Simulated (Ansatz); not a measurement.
Geometry optimisation in Ansatz: input, command and trajectory.

```yaml
crystal:
  lattice:
    - [5.7316377976, 0.0, 0.0]
    - [0.0, 5.7316377976, 0.0]
    - [0.0, 0.0, 3.4502341405]
  atoms:
    - { symbol: Ga, position: [0.185397632, 0.185397632, 0.5] }
    - { symbol: Ga, position: [0.814602368, 0.814602368, 0.5] }
    - { symbol: Ga, position: [0.685397632, 0.314602368, 0.0] }
    - { symbol: Ga, position: [0.314602368, 0.685397632, 0.0] }
    - { symbol: O, position: [0.8224636265, 0.1775363735, 0.5] }
    - { symbol: O, position: [0.1775363735, 0.8224636265, 0.5] }
    - { symbol: O, position: [0.6775363735, 0.6775363735, 0.0] }
    - { symbol: O, position: [0.3224636265, 0.3224636265, 0.0] }
basis:
  ecutwfc: 420
kpoints:
  mp_grid: { grid: [6, 6, 10] }
hamiltonian:
  xc: pbesol
scf:
  occupations: { method: gaussian, width: 0.1 }
output:
  forces: true
  stress: true
  eigenvalues: true
relax:
  adjacent_minimum: "off"
  f_tol: 0.01
  max_steps: 60
  cell: { stress_tol: 0.1 }
```

```bash
ansatz run input.yaml --threads 2 --pin off --max-ram 5120MiB --backend cpu --events-out ev --progress --plain --runs-dir out
```

The calculation used DFT PBEsol, scalar-relativistic, plane waves, PAW in Ansatz 0.2.0.

Of 4 frames 3 are shown, positions in Å and forces in eV/Å; the SCF threshold varies from step to step. Steps run on the plane waves of an earlier cell, with a Pulay correction in the pressure. The basis is chosen afresh for the last frame, the zero of the energies, and at times for earlier ones too; energy and pressure step there, also at an unchanged geometry.

```xyz
8
Lattice="5.7316 0.0000 0.0000 0.0000 5.7316 0.0000 0.0000 0.0000 3.4502" Properties=species:S:1:pos:R:3:forces:R:3 pbc="T T T" step=1 free_energy_over_end_meV_per_atom=0.07 pressure_GPa=0.07
Ga    1.0626    1.0626    1.7251   -0.0184   -0.0184    0.0000
Ga    4.6690    4.6690    1.7251    0.0184    0.0184    0.0000
Ga    3.9285    1.8032    0.0000   -0.0184    0.0184    0.0000
Ga    1.8032    3.9285    0.0000    0.0184   -0.0184    0.0000
O     4.7141    1.0176    1.7251    0.0208   -0.0208    0.0000
O     1.0176    4.7141    1.7251   -0.0208    0.0208    0.0000
O     3.8834    3.8834    0.0000   -0.0208   -0.0208    0.0000
O     1.8482    1.8482    0.0000    0.0208    0.0208    0.0000
8
Lattice="5.7355 0.0000 0.0000 0.0000 5.7355 0.0000 0.0000 0.0000 3.4479" Properties=species:S:1:pos:R:3:forces:R:3 pbc="T T T" step=2 free_energy_over_end_meV_per_atom=0.07 pressure_GPa=0.03
Ga    1.0629    1.0629    1.7239   -0.0155   -0.0155    0.0000
Ga    4.6726    4.6726    1.7239    0.0155    0.0155    0.0000
Ga    3.9306    1.8049    0.0000   -0.0155    0.0155    0.0000
Ga    1.8049    3.9306    0.0000    0.0155   -0.0155    0.0000
O     4.7184    1.0171    1.7239    0.0151   -0.0151    0.0000
O     1.0171    4.7184    1.7239   -0.0151    0.0151    0.0000
O     3.8848    3.8848    0.0000   -0.0151   -0.0151    0.0000
O     1.8507    1.8507    0.0000    0.0151    0.0151    0.0000
8
Lattice="5.7477 0.0000 0.0000 0.0000 5.7477 0.0000 0.0000 0.0000 3.4376" Properties=species:S:1:pos:R:3:forces:R:3 pbc="T T T" step=4 free_energy_over_end_meV_per_atom=0.00 pressure_GPa=0.05
Ga    1.0606    1.0606    1.7188    0.0050    0.0050    0.0000
Ga    4.6872    4.6872    1.7188   -0.0050   -0.0050    0.0000
Ga    3.9344    1.8133    0.0000    0.0050   -0.0050    0.0000
Ga    1.8133    3.9344    0.0000   -0.0050    0.0050    0.0000
O     4.7303    1.0175    1.7188   -0.0058    0.0058    0.0000
O     1.0175    4.7303    1.7188    0.0058   -0.0058    0.0000
O     3.8914    3.8914    0.0000    0.0058    0.0058    0.0000
O     1.8564    1.8564    0.0000   -0.0058   -0.0058    0.0000
```

Time: 18 s on 2 threads of Intel(R) Xeon(R) 6975P-C (Granite Rapids), with other jobs on the host, peak memory 0.58 GiB.

Spin polarisation was left out, and a magnetic state may lie lower.